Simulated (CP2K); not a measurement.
Runs of CP2K 2026.2 on TiAl. Symmetry: P-6m2, No. 187, hexagonal system. Conventional cell: a = 2.867 Å, b = 2.867 Å, c = 4.678 Å, α = 90.00°, β = 90.00°, γ = 120.00°. Ti (site symmetry -6m2) is surrounded by 6 Al at 2.87 Å and 6 Ti at 2.87 Å. Al (site symmetry -6m2) is surrounded by 6 Ti at 2.87 Å and 6 Al at 2.87 Å. The cell comes from a database or a generator and needn't be the stable form of this composition.

```csv
task,level,potentials or basis,cell,smearing,EPS_DEFAULT,NGRIDS,points a segment of the path (NPOINTS),bands added on the path,gap on the mesh (eV),pressure (GPa)
single point,PBEsol,"POTENTIAL_UZH Ti GTH-PBE-q12, Al GTH-PBE-q3; TZVP-MOLOPT-PBE-GTH basis",as given,fermi-dirac 0.05 eV,1.0E-10,4,-,-,none,(a)
band structure,PBEsol,"POTENTIAL_UZH Ti GTH-PBE-q12, Al GTH-PBE-q3; TZVP-MOLOPT-PBE-GTH basis",as given,fermi-dirac 0.1 eV,1.0E-9,5,10,4,none,-1.8
band structure,LDA,"GTH_POTENTIALS Ti GTH-PADE-q12, Al GTH-PADE-q3; TZVP-MOLOPT-PBE-GTH basis",as given,fermi-dirac 0.01 eV,1.0E-10,5,10,4,none,-6.4
single point,PBEsol,"POTENTIAL_UZH Ti GTH-PBE-q12, Al GTH-PBE-q3; TZVP-MOLOPT-PBE-GTH basis","atoms moved at random, drawn with an rms of 0.05 Å",fermi-dirac 0.05 eV,1.0E-10,5,-,-,none,-1.8
```

Alike in all rows: no spin polarisation; k mesh 11 × 11 × 6.

Fill in the values left out.

(a) -1.9.

Caveats: the basis of atomic orbitals isn't converged, which shifts pressures, moduli and gaps; the potentials were made for another functional, which shifts forces and pressure (some runs).

A gap of «none» marks a metal or a gap under the smearing width.
